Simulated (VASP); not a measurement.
Crystal: Lu.

```
CELL_PARAMETERS angstrom
-1.95411 1.95411 1.95411
1.95411 -1.95411 1.95411
1.95411 1.95411 -1.95411
ATOMIC_POSITIONS crystal
Lu 0.00000 0.00000 0.00000
```

This isn't the form of Lu at room conditions, which is hcp.

* Program: VASP 6.6.1
* Task: relaxation of cell and atoms
* Functional: revPBE
* Potentials or basis: VASP PAW PBE potentials, release 64 (Lu)
* Cutoff: 600 eV
* k mesh: 10 × 10 × 10
* Occupations: fermi-dirac, width 0.05 eV
* Spin: no spin polarisation

At the start: pressure 1.3 GPa; volume 29.85 Å³/atom.

Q: How do energy, volume and symmetry change on relaxing?

A: Over 7 steps the energy falls by 3.4 meV/atom and the volume is 30.73 Å³/atom (+2.9 %); space group Im-3m (No. 229, to 0.05 Å).

The path:
| step | energy change (eV) | largest force (eV/Å) | pressure (GPa) | volume (Å³) |
| --- | --- | --- | --- | --- |
| 1 | 0.0000 | 0.0000 | 1.26 | 29.85 |
| 2 | -0.0033 | 0.0000 | -0.25 | 30.87 |
| 3 | -0.0034 | 0.0000 | 0.04 | 30.71 |
| 4 | -0.0034 | 0.0000 | 0.07 | 30.73 |
| 5 | -0.0034 | 0.0000 | -0.08 | 30.80 |
| 6 | -0.0034 | 0.0000 | -0.04 | 30.76 |
| 7 | -0.0034 | 0.0000 | 0.00 | 30.73 |

Final structure:
```
Lu
1.0
    -1.97311    1.97311    1.97311
     1.97311   -1.97311    1.97311
     1.97311    1.97311   -1.97311
Lu
1
Direct
  0.00000 0.00000 0.00000
```

Caveat: the PAW data sets were made with another functional, which shifts forces and pressure a little.
